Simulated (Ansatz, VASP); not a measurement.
**WSe2 in two plane-wave programs**

Aim: how closely do two programs agree when they are given the same cell, functional and k mesh? The cell is taken from a series of runs on this material, whose earlier steps may have relaxed, scaled, displaced or heated it; both programs get it as it stands.

Main program and level: Ansatz 0.2.0; plane waves, with VASP 6.6.1 beside it; single point at PBEsol, spin-orbit coupling.

### Step 1. The starting structure

The cell holds 6 atoms: 4 Se and 2 W. Its edges and angles: a = 3.236 Å, b = 3.236 Å, c = 42.300 Å, α = 90.0°, β = 90.0°, γ = 120.0°. It derives from WSe2. Vacuum lies along c.

### Step 2. Ansatz: single point, PBEsol, spin-orbit coupling

Ansatz runs on its PAW fully relativistic soft_1 files.

With cell and atoms fixed, the geometry can't cause a difference; cores, projectors, grids and the points listed under the comparison can.

input.yaml

```yaml
crystal:
  lattice:
    - [3.2356349144, 0.0, 0.0]
    - [-1.6178174572, 2.8021420333, 0.0]
    - [0.0, 0.0, 42.3]
  atoms:
    - { symbol: Se, position: [0.3333333333, 0.6666666667, 0.3868597119] }
    - { symbol: W, position: [0.6666666667, 0.3333333333, 0.4265890927] }
    - { symbol: Se, position: [0.3333333333, 0.6666666667, 0.4663329842] }
    - { symbol: Se, position: [0.6666666667, 0.3333333333, 0.5336670158] }
    - { symbol: W, position: [0.3333333333, 0.6666666667, 0.5734109073] }
    - { symbol: Se, position: [0.6666666667, 0.3333333333, 0.6131402881] }
  periodic: [true, true, false]
kpoints:
  mp_grid: { grid: [6, 6, 1] }
  band_path:
    path:
      - [0.0, 0.0, 0.0]
      - [0.5, 0.0, 0.0]
      - [0.3333333333, 0.3333333333, 0.0]
      - [0.1666666667, 0.1666666667, 0.0]
    npoints: 1
hamiltonian:
  xc: pbesol
  pseudopotentials: { kind: paw_fr, azcp: { folder: soft_1 }, xc_functional: pbe }
scf:
  occupations: { method: fermi_dirac, width: 0.02 }
  n_extra_bands: 12
magnetization:
  noncollinear: true
  spin_orbit: true
output:
  eigenvalues: true
  forces: true
  stress: true
```

Launch:

```bash
ansatz run input.yaml --threads 2 --pin off --max-ram 92160MiB --backend cuda --events-out ev --progress --plain --runs-dir out --devices 1 --max-vram 13GiB
```

Numbers of over 12 decimals in the logs are rounded to 6 here.

Output:

```text
scf.n_extra_bands = 12 over 92 filled bands (N_el = 92.0): the run solves 104 bands
GPUs: using 1 of 1 available (devices: 1).
Engine: ansatz 0.2.0, x86_64-unknown-linux-gnu
Pseudopotentials: kind: paw_fr
Pseudopotential: Se, paw, valence charge 16, recommended cutoff 420 eV (normal), soft_1/Se.paw.azcp
Pseudopotential: W, paw, valence charge 14, recommended cutoff 420 eV (normal), soft_1/W.paw.azcp
Functional definition: PBEsol
  exchange = pbesol_x
  correlation = pbesol_c
non-collinear run that drives no moment, with spin-orbit: no starting moment large enough to seed its density (crystal.atoms[].spin), no starting occupations that ask for one, no magnetisation constraint and no magnetic field, so the semilocal B_xc is pinned to zero
device memory: the entry about to start is reckoned to put 5.6 GiB on a device that reports 68.1 GiB free (of which the cap on the GPU budget leaves the run 13.0 GiB)
GPU FFT provider: cuFFT
GPU libraries: cuBLAS 13.8.2, cuFFT 12.4.0, cuSOLVER 12.3.4
Crystal: 6 atoms, lattice volume = 383.522 Å³
Basis set: ecut = 420 eV, 7641 PW (Γ), exchange–correlation on 48×48×576 points (8 copies of the dense FFT grid, shifted against one another)
Bands: 104, of which v1, the nominal top of the filled ones, is band 92 counted from 1 (91 counted from 0)
Symmetry: 12 space group operations + 12 with time reversal
Magnetic group: BNS 164.86 (UNI 1316), of the structure as read, at distance tolerance 7.3e-5 Å
k-points: 7 of 36
Projection manifold: j_resolved (fully-relativistic pseudo-atomic orbitals)
Non-local potential: Se, projectors of the file, resolved by j, l = 0: 2, l = 1: 4, l = 2: 6, l = 3: 2
Non-local potential: W, projectors of the file, resolved by j, l = 0: 3, l = 1: 4, l = 2: 4, l = 3: 2
PAW form: soft (Blöchl's): semilocal exchange-correlation on the pseudo side does not see the compensation charge
PAW frozen core: Se, regenerated for the run's functional, and the local potential with it (the file was generated under x = pbe(κ = 0.804, μ = 0.219515), c = pbe(β = 0.066725))
PAW frozen core: W, regenerated for the run's functional, and the local potential with it (the file was generated under x = pbe(κ = 0.804, μ = 0.219515), c = pbe(β = 0.066725))
PAW one-centre angular grid: Se, 590 points (default); XC on 64 Gauss nodes
PAW one-centre angular grid: W, 590 points (default); XC on 64 Gauss nodes
Initial density: superposition of atomic densities (neutral atoms: chi_scale 0, normalization atom)
Initial wavefunctions: pseudopotential atomic-orbital guess
GPU buffer pool allocated for 165888 grid points (all kernels)
GPU transforms: local potential and band sums: pruned to the plane-wave sphere, on 24×24×288
Functional: x = pbesol(κ = 0.804, μ = 0.123457), c = pbesol(β = 0.046)
iter 1 solved again at ethr=2.76e-3 eV; its pass at ethr=3.10e-3 eV (dr2=2.54e0 eV) is discarded
SCF iter   1: F=—  HF=-42265.130888 eV  |F-HF|=—  |Δ(HF+E_count)|=         —  Δρ=1.94e-2  dr2=2.50e0  dr2_m=0.00e0 (ungated)  ethr=2.76e-3  |M|=0.00e0 ∫|m|=0.00e0 μB  |m|>n=0.0e0 m-floor=0.0e0 τ_xc=0.0e0  β_m=0.30  ⟨swp⟩=2.0  Hψ=2736  notcnv=0
preconditioner: auto → Resta (q_TF=auto, 2.151 Å⁻¹)  ε∞=2.9  [insulator: Δε(μ)=1.125 eV  Ē_g=8.295 eV  σ=0.020 eV  W_gap=1.00  n_scr=28 (ndim 8)  ℏωp=11.4 eV  f_vac=0.688  D(μ)=0.00/eV (n_scr^D=0)  ε∞_Penn≈2.9  vacuum switching on, ρ_ref=5.0e-3 e/Å³]
spin=Noncollinear: Resta preconditioning applied to the charge; magnetization (m_x, m_y, m_z) channels mix plain (no charge-response kernel on spin).
SCF iter   2: F=—  HF=-42264.700509 eV  |F-HF|=—  |Δ(HF+E_count)|=   4.30e-1  Δρ=1.36e-2  dr2=7.96e-1  dr2_m=0.00e0 (ungated)  ethr=2.72e-3  |M|=0.00e0 ∫|m|=0.00e0 μB  |m|>n=0.0e0 m-floor=0.0e0 τ_xc=0.0e0  β_m=0.51  ⟨swp⟩=3.0  Hψ=537  notcnv=0
SCF iter   3: F=—  HF=-42264.444559 eV  |F-HF|=—  |Δ(HF+E_count)|=   2.56e-1  Δρ=4.89e-3  dr2=3.80e-1  dr2_m=0.00e0 (ungated)  ethr=8.65e-4  |M|=0.00e0 ∫|m|=0.00e0 μB  |m|>n=0.0e0 m-floor=0.0e0 τ_xc=0.0e0  β_m=0.44  ⟨swp⟩=4.0  Hψ=731  notcnv=0
SCF iter   4: F=—  HF=-42264.388801 eV  |F-HF|=—  |Δ(HF+E_count)|=   5.58e-2  Δρ=1.81e-3  dr2=1.82e-2  dr2_m=0.00e0 (ungated)  ethr=4.13e-4  |M|=0.00e0 ∫|m|=0.00e0 μB  |m|>n=0.0e0 m-floor=0.0e0 τ_xc=0.0e0  β_m=0.52  ⟨swp⟩=3.0  Hψ=579  notcnv=0  defer=40
SCF iter   5: F=—  HF=-42264.387795 eV  |F-HF|=—  |Δ(HF+E_count)|=   1.01e-3  Δρ=7.86e-4  dr2=1.24e-2  dr2_m=0.00e0 (ungated)  ethr=1.98e-5  |M|=0.00e0 ∫|m|=0.00e0 μB  |m|>n=0.0e0 m-floor=0.0e0 τ_xc=0.0e0  β_m=0.48  ⟨swp⟩=4.1  Hψ=686  notcnv=0  defer=40
SCF iter   6: F=—  HF=-42264.387627 eV  |F-HF|=—  |Δ(HF+E_count)|=   1.68e-4  Δρ=4.28e-4  dr2=1.59e-3  dr2_m=0.00e0 (ungated)  ethr=1.35e-5  |M|=0.00e0 ∫|m|=0.00e0 μB  |m|>n=0.0e0 m-floor=0.0e0 τ_xc=0.0e0  β_m=0.57  ⟨swp⟩=3.0  Hψ=548  notcnv=0  defer=40
SCF iter   7: F=—  HF=-42264.388156 eV  |F-HF|=—  |Δ(HF+E_count)|=   5.29e-4  Δρ=1.16e-4  dr2=1.75e-4  dr2_m=0.00e0 (ungated)  ethr=1.73e-6  |M|=0.00e0 ∫|m|=0.00e0 μB  |m|>n=0.0e0 m-floor=0.0e0 τ_xc=0.0e0  β_m=0.67  ⟨swp⟩=3.7  Hψ=670  notcnv=0  defer=40
SCF iter   8: F=—  HF=-42264.387338 eV  |F-HF|=—  |Δ(HF+E_count)|=   8.18e-4  Δρ=3.50e-5  dr2=1.51e-5  dr2_m=0.00e0 (ungated)  ethr=1.90e-7  |M|=0.00e0 ∫|m|=0.00e0 μB  |m|>n=0.0e0 m-floor=0.0e0 τ_xc=0.0e0  β_m=0.67  ⟨swp⟩=3.3  Hψ=601  notcnv=0  defer=40
SCF iter   9: F=—  HF=-42264.387893 eV  |F-HF|=—  |Δ(HF+E_count)|=   5.55e-4  Δρ=1.01e-5  dr2=1.80e-6  dr2_m=0.00e0 (ungated)  ethr=1.64e-8  |M|=0.00e0 ∫|m|=0.00e0 μB  |m|>n=0.0e0 m-floor=0.0e0 τ_xc=0.0e0  β_m=0.84  ⟨swp⟩=3.1  Hψ=625  notcnv=0  defer=40
iter 10 met the thresholds in force, and the SCF goes on: an eigenvalue changes by 2.23 meV, over its tolerance of 2.00 meV (output.eigenvalues, Limitations)
SCF iter  10: F=-42264.387894 eV  HF=-42264.387893 eV  |F-HF|=2.29e-7  |Δ(HF+E_count)|=   6.20e-7  Δρ=2.72e-6  dr2=8.61e-8  dr2_m=0.00e0 (ungated)  ethr=1.09e-10  |M|=0.00e0 ∫|m|=0.00e0 μB  |m|>n=0.0e0 m-floor=0.0e0 τ_xc=0.0e0  β_m=0.89  ⟨swp⟩=16.0  Hψ=2751  notcnv=0
SCF iter  11: F=-42264.387894 eV  HF=-42264.387894 eV  |F-HF|=2.18e-8  |Δ(HF+E_count)|=   2.39e-7  Δρ=5.24e-7  dr2=2.14e-9  dr2_m=0.00e0 (ungated)  ethr=9.36e-11  |M|=0.00e0 ∫|m|=0.00e0 μB  |m|>n=0.0e0 m-floor=0.0e0 τ_xc=0.0e0  ⟨swp⟩=3.1  Hψ=1376  notcnv=0
SCF 1 converged in 11 iterations: F = -42264.387894 eV  dr2 = 2.14e-9
  greatest PAW one-centre occupation: 0.999 electrons in one spin orbital (limit 2), on the Se atom at site 3 (counted from 0), in its partial waves of l = 2
device memory: the entry about to start is reckoned to put 3.3 GiB on a device that reports 56.5 GiB free (of which the cap on the GPU budget leaves the run 13.0 GiB)
NSCF: frozen V_eff on 4 k-points
SCF converged after 11 iterations
an eigenvalue changed by more than its tolerance at an iteration that met the thresholds in force, so the SCF went on 1 time: the last check found none over its tolerance
Magnetization: |M| = 0.0000 μB,  M = (+0.0000, +0.0000, +0.0000) μB
Absolute magnetization: 0.0000 μB (∫|m|)
  site 0: m = (+0.0000, +0.0000, +0.0000) μB, |m| = 0.0000 μB  (R = 1.04 Å)
  site 1: m = (+0.0000, +0.0000, +0.0000) μB, |m| = 0.0000 μB  (R = 1.04 Å)
  site 2: m = (+0.0000, +0.0000, +0.0000) μB, |m| = 0.0000 μB  (R = 1.04 Å)
  site 3: m = (+0.0000, +0.0000, +0.0000) μB, |m| = 0.0000 μB  (R = 1.04 Å)
  site 4: m = (+0.0000, +0.0000, +0.0000) μB, |m| = 0.0000 μB  (R = 1.04 Å)
  site 5: m = (+0.0000, +0.0000, +0.0000) μB, |m| = 0.0000 μB  (R = 1.04 Å)
Free energy (F): -42264.387894 eV
Harris-Foulkes:  -42264.387894 eV  (|F-HF|=2.18e-8)
Internal energy: -42264.387894 eV  (E = F + TS)
E sigma→0 (E₀):  -42264.387894 eV
Fermi energy:    -4.284570 eV
--- Per-component energies (eV) ---
  E_band       = -3324.056707
  E_kinetic    = 1293.742820
  E_local      = -570077.277725  (includes V_loc(G=0)·N_el)
  E_nonlocal   = -1461.516908
  E_hartree    = 284417.143294
  E_xc         = -873.195109
  E_vxc        = -827.724104  (∫ρ·V_xc dr)
  E_paw        = -25290.343551  (= ΣΔE_a)
  E_vpaw       = -1085.559035  (= ΣTr[D̂ρ^β])
  E_aug_tail   = -0.001164  (compensation charges beyond the density's cutoff)
  E_ewald      = 269722.558177
  E_core_change = 4.502272  (= ΣΔE_core)
  E_smearing   = -0.000000  (= −TS)
  E_closure    = -0.000000  (closes the sum)
  Σ components = -42264.387894   (vs F -42264.387894, Δ=0.00e0)
--- Forces (eV/Å), atoms counted from 1 ---
  atom   1  Se     0.00000000     0.00000000    -0.10540238
  atom   2  W      0.00000000    -0.00000000    -0.10050130
  atom   3  Se     0.00000000     0.00000000    -0.02185087
  atom   4  Se     0.00000000    -0.00000000     0.02185087
  atom   5  W      0.00000000     0.00000000     0.10050130
  atom   6  Se    -0.00000000    -0.00000000     0.10540238
  max |Σ_I F_I| component: 1.39e-17 eV/Å
--- 2D stress c σ (N/m, compression-positive) ---
        4.096726       0.000000       0.000000
        0.000000       4.096726       0.000000
        0.000000       0.000000       0.000000
  P = ½ c Tr σ = 4.0967 N/m
--- Band table (eV; the first three rows and the last of 7) ---
  k-point 0: bands = [... 88 lower, -5.7018, -5.7018, -4.7969, -4.7969, -2.1872, -2.1872, -2.1186, -2.1186, ... 8 higher]
  k-point 1: bands = [... 88 lower, -5.8114, -5.8114, -5.4808, -5.4808, -3.0216, -3.0216, -2.7315, -2.7315, ... 8 higher]
  k-point 2: bands = [... 88 lower, -6.1537, -6.1537, -6.0299, -6.0299, -3.1433, -3.1433, -2.7980, -2.7980, ... 8 higher]
  k-point 6: bands = [... 88 lower, -5.3630, -5.3630, -4.8782, -4.8782, -3.3558, -3.3558, -3.2772, -3.2772, ... 8 higher]
```

[end of part 1 of 2]

[Lines on the potential files, build, host, timing and source positions are cut from VASP's logs without a mark.]

[Logs are printed without paths, hosts, clocks, repeated set-up lines and the standing remarks that a program may print on its own settings, such as how far it seeks lower states.]

[Hosts, paths, dates, database ids (printed as entryN), source tags and the programs' standing remarks are cut or masked in the printed files.]
